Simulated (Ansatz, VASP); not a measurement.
# Rh in VASP and in Ansatz

```xyz
1
Lattice="0.0000 1.9768 1.9768 1.9768 0.0000 1.9768 1.9768 1.9768 0.0000" Properties=species:S:1:pos:R:3 pbc="T T T"
Rh    0.0000    0.0000    0.0000
```

Alike in both runs: task single point; functional PBE; k mesh 18 × 18 × 18; occupations gaussian, width 0.1 eV; no spin polarisation.

|  | VASP | Ansatz |
| --- | --- | --- |
| version | VASP 6.6.1 | Ansatz 0.2.0 |
| potentials or method | VASP PAW PBE potentials, release 64 (Rh_pv) | scalar-relativistic, plane waves, PAW |
| plane-wave cutoff (eV) | 520 | 420 |
| valence electrons in the cell | 15 | 17 |

|  | VASP | Ansatz | Ansatz less VASP |
| --- | --- | --- | --- |
| gap on the k mesh at the Fermi level (eV) | none | none | - |
| pressure (GPa) | -19.1 | -19.1 | -0.04 |

A gap of «none» marks a metal or a gap that the smearing closes. The two sets of potentials don't hold the same shells in valence.

Caveats: so large a pressure means that the cell lies far from this level's equilibrium, or that cutoff or potentials fall short (VASP).
